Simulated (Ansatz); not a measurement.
C:

```
C
1.0
     2.52210    0.00000    0.00000
    -1.26105    2.18420    0.00000
     0.00000    0.00000    8.23710
C
8
Direct
  0.66667 0.33333 0.84375
  0.33333 0.66667 0.34375
  0.66667 0.33333 0.65625
  0.33333 0.66667 0.15625
  0.00000 0.00000 0.90625
  0.00000 0.00000 0.40625
  0.00000 0.00000 0.59375
  0.00000 0.00000 0.09375
```

This is a hexagonal form of diamond, not graphite.

| Property | Result |
| --- | --- |
| Program | Ansatz 0.2.0 |
| Task | relaxation of cell and atoms |
| Functional | PBE |
| Dispersion | D4 |
| Potentials or basis | Ansatz PAW |
| Cutoff | 420 eV (not typed: the program's choice for these potentials) |
| k mesh | 12 × 12 × 4 |
| Occupations | fermi-dirac, width 0.05 eV |
| Spin | no spin polarisation |

At the start: volume 5.67 Å³/atom.

Problem. Where does the relaxation end?

Solution. It ends after 7 steps and the volume is 5.63 Å³/atom (-0.7 %); space group P6_3/mmc (No. 194, to 0.05 Å).

Step by step:
| step | energy change (eV) | largest force (eV/Å) | volume (Å³) |
| --- | --- | --- | --- |
| 1 | 0.0000 | 0.3279 | 45.38 |
| 2 | -0.0175 | 0.3591 | 45.18 |
| 3 | -0.0225 | 0.1803 | 45.12 |
| 4 | -0.0241 | 0.0040 | 45.06 |
| 5 | -0.0222 | 0.0050 | 45.06 |
| 6 | -0.0222 | 0.0001 | 45.05 |
| 7 | -0.0222 | 0.0002 | 45.05 |

Final structure:
```
C
1.0
     2.50788    0.00000    0.00000
    -1.25394    2.17189    0.00000
     0.00000    0.00000    8.27154
C
8
Cartesian
  1.2539 0.7240 6.9849
  0.0000 1.4479 2.8491
  1.2539 0.7240 5.4224
  0.0000 1.4479 1.2866
  0.0000 0.0000 7.5025
  0.0000 0.0000 3.3668
  0.0000 0.0000 4.9048
  0.0000 0.0000 0.7690
```

Caveat: the plane-wave basis is chosen anew once the cell has moved, so the energies of steps on either side of that aren't comparable; the pressure holds a Pulay correction of +1.0 GPa for the finite cutoff.
